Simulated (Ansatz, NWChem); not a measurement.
**Strength of the O–H bond: C2H4O2 → C2H3O2 + H**

Species: C2H4O2 `CC(=O)O`, singlet; C2H3O2 `CC([O])=O`, doublet; H atom, doublet. 

Shapes, held fixed at every level: PBE0-D4/def2-TZVP. Flexible molecules stand in one conformer, not always the lowest. Programs: Ansatz 0.2.0, NWChem 7.3.0. Electronic energies: no zero-point or thermal term.

```tsv
level	kind	ΔE (kJ/mol)
HF/STO-3G	Hartree–Fock	+361.1
HF/3-21G	Hartree–Fock	+368.0
HF/def2-SVP	Hartree–Fock	+410.5
B3LYP/6-31G* (Cartesian functions)	global hybrid	+446.9
PBE0/def2-SVP	global hybrid	+466.5
```

PBE0/def2-SVP gives ΔE = +466.5 kJ/mol; the levels span +361.1 to +466.5. The median of the levels is +410.5. Hartree–Fock misses the correlation of the pair that is broken and comes out low. No measured value is set beside it here. Spin contamination: C2H3O2 (⟨S²⟩ up to 1.06). Open shells run unrestricted unless RO is named. Rows in sets without polarisation functions are far from converged.
